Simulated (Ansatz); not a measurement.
Wanted: the native input for an Ansatz 0.2.0 run.

```yaml
Task: single point
Functional: PBE
Potentials_or_basis: Ansatz PAW
Cutoff: "420 eV (not typed: the program's choice for these potentials)"
k_mesh: 7 × 7 × 6
Occupations: fermi-dirac, width 0.05 eV
Spin: no spin polarisation
```

The system is Ga.

```
Ga
1.0
     2.26150   -3.83050    0.00000
     2.26150    3.83050    0.00000
     0.00000    0.00000    4.52400
Ga
4
Direct
  0.35757 0.64982 0.41385
  0.14332 0.83858 0.91636
  0.65595 0.34610 0.59843
  0.85130 0.16278 0.08640
```

The cell isn't the ideal one: atoms moved at random, drawn with an rms of 0.05 Å.

One way to write it, as run:

input.yaml

```yaml
crystal:
  lattice:
    - [2.2615, -3.8305, 0.0]
    - [2.2615, 3.8305, 0.0]
    - [0.0, 0.0, 4.524]
  atoms:
    - { symbol: Ga, position: [0.357574, 0.649815, 0.413855] }
    - { symbol: Ga, position: [0.143323, 0.83858, 0.916359] }
    - { symbol: Ga, position: [0.655953, 0.346102, 0.598434] }
    - { symbol: Ga, position: [0.851305, 0.162776, 0.086402] }
hamiltonian:
  xc: pbe
  pseudopotentials: { kind: paw }
kpoints:
  mp_grid: { grid: [7, 7, 6] }
scf:
  occupations: { method: fermi_dirac, width: 0.05 }
output:
  forces: true
  stress: true
  eigenvalues: true
```

Potentials or basis: Ansatz PAW.

Launch:

```console
$ ansatz run input.yaml --threads 2 --pin off --max-ram 5120MiB --backend cpu --events-out ev --progress --plain --runs-dir out
```

It gave:

| Item | Value |
| --- | --- |
| Pressure | 1.9 GPa |
| Largest force | 0.459 eV/Å |
| Band gap on the k mesh | none (metal or under the smearing width) |

Run time: 17 s on 2 threads of Arm Neoverse V2, on a shared host, peak memory 0.5 GiB.
